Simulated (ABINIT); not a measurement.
Runs of ABINIT 10.8.3 (patched build) on Pb. Symmetry: Fm-3m, No. 225, cubic system. The conventional cell has a = 4.950 Å, b = 4.950 Å, c = 4.950 Å, α = 90.00°, β = 90.00°, γ = 90.00°. Pb (site symmetry m-3m) has 12 Pb at 3.50 Å as nearest neighbours. 

| task | level | potentials or basis | cell | k mesh | cutoff (eV) | smearing | cutoff smearing ecutsm (Ha) | stop of the response cycle (tolvrs) | acoustic sum rule (asr) | ions in elastic constants | cell freedom (optcell) | gap on the mesh (eV) | pressure (GPa) | relaxed volume (Å³/atom) |
| --- | --- | --- | --- | --- | --- | --- | --- | --- | --- | --- | --- | --- | --- | --- |
| elastic constants | PBEsol | PseudoDojo NC SR PBEsol v0.4.1 standard | cell relaxed at zero pressure by an earlier run | 16 × 16 × 16 | 762 | fermi-dirac 0.1 eV | 0.5 | 1e-08 | 2 | relaxed | - | none | -0.5 | - |
| single point | LDA | PseudoDojo NC SR LDA v0.4.1 standard | cell relaxed | 7 × 7 × 7 | 762 | fermi-dirac 0.05 eV | - | - | - | - | - | none | 0.0 | - |
| elastic constants | LDA | PseudoDojo NC SR LDA v0.4.1 standard | cell relaxed at zero pressure by an earlier run | 16 × 16 × 16 | 762 | fermi-dirac 0.136 eV | 0.5 | 1e-09 | 1 | relaxed | - | none | -0.5 | - |
| relaxation of cell and atoms | LDA | PseudoDojo NC SR LDA v0.4.1 standard | relaxed | 7 × 7 × 7 | 762 | fermi-dirac 0.05 eV | 0.5 | - | - | - | 2 | none | 0.0 | 29.37 |
| relaxation of cell and atoms | PBEsol | PseudoDojo NC SR PBEsol v0.4.1 standard | relaxed | 7 × 7 × 7 | 762 | fermi-dirac 0.05 eV | 0.5 | - | - | - | 2 | none | 0.0 | (a) |
| single point | PBEsol | PseudoDojo NC SR PBEsol v0.4.1 standard | as given | 7 × 7 × 7 | 653 | fermi-dirac 0.05 eV | - | - | - | - | - | none | -0.7 | - |
| single point | PBEsol | PseudoDojo NC SR PBEsol v0.4.1 standard | cell relaxed | 7 × 7 × 7 | 762 | fermi-dirac 0.05 eV | - | - | - | - | - | none | 0.0 | - |
| optical spectrum | PBEsol | PseudoDojo NC SR PBEsol v0.4.1 standard | as given | 10 × 10 × 10, with 4 shifts | 653 | gaussian 0.136 eV | - | - | - | - | - | - | -1.1 | - |

Alike in all rows: no spin polarisation.

Task: Fill in the values left out.

Result: (a) 30.36.

Caveats: the mesh is coarse for a metal's response (some runs); the cutoff is short for stress, so the pressure is rough (some runs); the intraband (Drude) term is left out (some runs); spectra need much finer meshes, so this one isn't converged (some runs); independent-particle spectra lack excitons (some runs).

A k mesh can miss the band edges, and the runs leave out spin-orbit coupling on Pb.

A gap of «none» marks a metal or a gap under the smearing width.

Runs at the PBE level aren't shown here.
